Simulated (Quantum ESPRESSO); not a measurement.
# BN in Quantum ESPRESSO: convergence with k mesh

Input of the first run (k mesh 2 × 2 × 1); the others differ in this setting and in those tied to it:

The input pw.in:

```
&CONTROL
  calculation = 'scf'
  prefix = 'pwscf'
  outdir = './tmp'
  pseudo_dir = './pseudo'
  tprnfor = .true.
  tstress = .true.
  disk_io = 'nowf'
/
&SYSTEM
  ibrav = 0
  nat = 4
  ntyp = 2
  ecutwfc = 84
  nbnd = 14
  occupations = 'smearing'
  smearing = 'gaussian'
  degauss = 0.00367493
/
&ELECTRONS
  conv_thr = 8d-10
  electron_maxstep = 120
  mixing_beta = 0.5
/
ATOMIC_SPECIES
N     14.0070 N.upf
B     10.8100 B.upf
CELL_PARAMETERS angstrom
   2.4982400000    0.0000000000    0.0000000000
  -1.2491200000    2.1635393048    0.0000000000
   0.0000000000    0.0000000000    6.6357000000
ATOMIC_POSITIONS crystal
N      0.6666666667    0.3333333333    0.2500000000
N      0.3333333333    0.6666666667    0.7500000000
B      0.6666666667    0.3333333333    0.7500000000
B      0.3333333333    0.6666666667    0.2500000000
K_POINTS automatic
2 2 1 0 0 0
```

Potentials or basis: PseudoDojo 0.4 SR PBE stringent.

Run with:

```bash
$ OMP_NUM_THREADS=1 pw.x -in pw.in > pw.out
```

Hardware: 1 thread of Arm Neoverse V1 (shared host).

Problem. The values tried are 2 × 2 × 1, 4 × 4 × 1, 5 × 5 × 2, 7 × 7 × 2, 9 × 9 × 3, 11 × 11 × 4, 12 × 12 × 4, 14 × 14 × 5, 17 × 17 × 6, loosest first. From which on does the energy stay within 1 meV/atom of the tightest run that finished?

Solution. From 7 × 7 × 2 on.

```csv
k mesh,"energy less the tightest run, at zero smearing (meV/atom)",pressure (GPa),gap on the mesh (eV),SCF cycles,CPU time (s),peak memory (GiB)
2 × 2 × 1,772.24,13.94,4.441,10,2,0.05
4 × 4 × 1,33.55,5.50,4.729,10,3.3,0.05
5 × 5 × 2,3.56,4.77,4.710,10,7.2,0.05
7 × 7 × 2,0.32,4.73,4.525,10,11,0.06
9 × 9 × 3,0.01,4.72,4.458,10,16,0.06
11 × 11 × 4,0.00,4.72,4.371,10,32,0.08
12 × 12 × 4,0.00,4.72,4.320,10,38,0.08
14 × 14 × 5,0.00,4.72,4.293,10,48,0.09
17 × 17 × 6,0.00,4.72,4.330,10,88,0.13
```

Against the tightest run, the pressure stays within 0.1 GPa from 5 × 5 × 2 on. Not settled before the last step: the gap on the mesh (to 0.01 eV). Meshes of other sizes hit other points, so gaps and Fermi surfaces needn't settle smoothly. The tightest run that finished is the yardstick and may itself not be fully converged.

Caveat, for the tightest run too: an odd mesh through Γ misses points on the zone boundary, where band edges often lie; this functional lacks dispersion, which binds the layers, so the pressure and a relaxed spacing across them are unreliable.
